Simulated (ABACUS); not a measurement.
Write the native input for ABACUS 3.10.1 that does the following.

| Item | Value |
| --- | --- |
| Task | single point |
| Functional | PBE |
| Potentials or basis | Ansatz NC PBE |
| Cutoff | 1361 eV |
| Density cutoff | 5442 eV |
| Basis | DZP LCAO (the cutoffs set its grid) |
| k mesh | 11 × 11 × 6 |
| Occupations | fermi-dirac, width 0.05 eV |
| Spin | no spin polarisation |
| Orbital files | N N_confined-atom_6au_2s2p1d.orb, B B_confined-atom_7au_2s2p1d.orb |
| Radial cutoff of the potentials (pseudo_rcut) | 10 bohr |
| SCF threshold on the density | 1e-07 |
| Max SCF steps | 100 |
| Eigensolver | genelpa |
| Mixing | broyden |
| Mixing share | 0.7 |
| Symmetry key | 1 |
| Bands | 18 |

The system is BN.

```xyz
4
Lattice="2.5539 0.0000 0.0000 -1.2770 2.2118 0.0000 0.0000 0.0000 4.2269" Properties=species:S:1:pos:R:3 pbc="T T T"
N     0.0000    1.4745    0.5295
N     1.2770    0.7373    2.6430
B     0.0000    1.4745    2.1123
B     1.2770    0.7373    4.2257
```

Measurements of this composition are mostly on another form, of space group No. 194.

The input as run:

INPUT

```
INPUT_PARAMETERS
suffix              BN
calculation         scf
basis_type          lcao
pseudo_dir          ./
orbital_dir         ./
symmetry            1
dft_functional      pbe
ecutwfc             100
pseudo_rcut         10
nspin               1
nbands              18
ks_solver           genelpa
smearing_method     fd
smearing_sigma      0.00367493
scf_thr             1e-07
scf_nmax            100
mixing_type         broyden
mixing_beta         0.7
cal_force           1
cal_stress          1
out_mul             1
out_chg             1
```

STRU

```
ATOMIC_SPECIES
N 14.0070 N.upf
B 10.8100 B.upf

NUMERICAL_ORBITAL
N_confined-atom_6au_2s2p1d.orb
B_confined-atom_7au_2s2p1d.orb

LATTICE_CONSTANT
1.8897261246

LATTICE_VECTORS
2.5539396017 0.0000000000 0.0000000000
-1.2769698009 2.2117765748 0.0000000000
0.0000000000 0.0000000000 4.2268550000

ATOMIC_POSITIONS
Cartesian

N
0.0
2
-0.0000000002 1.4745177166 0.5295234870 1 1 1
1.2769698010 0.7372588582 2.6429509870 1 1 1

B
0.0
2
-0.0000000002 1.4745177166 2.1122608880 1 1 1
1.2769698010 0.7372588582 4.2256883880 1 1 1
```

KPT

```
K_POINTS
0
Gamma
11 11 6 0 0 0
```

Potentials or basis: Ansatz NC PBE, DZP LCAO (the cutoffs set its grid).

Command:

```console
$ OMP_NUM_THREADS=1 mpirun -np 4 abacus > log
```

It gave:

```
Pressure               : 1.1 GPa
Largest force          : 0.015 eV/Å
Band gap on the k mesh : 5.40 eV, indirect (least direct gap 8.28 eV)
Mulliken charges       : N -0.45, -0.47; B +0.45, +0.47 e
```

Caveat: the atomic orbitals were generated for these runs and aren't a published set; Mulliken charges move with the basis; an odd mesh through Γ misses points on the zone boundary, where band edges often lie; the basis of atomic orbitals isn't converged, which shifts pressures, moduli and gaps.

Run time: 6.1 s on 4 MPI ranks on Intel(R) Xeon(R) Platinum 8488C (Sapphire Rapids), on a shared host, peak memory 0.44 GiB a rank.
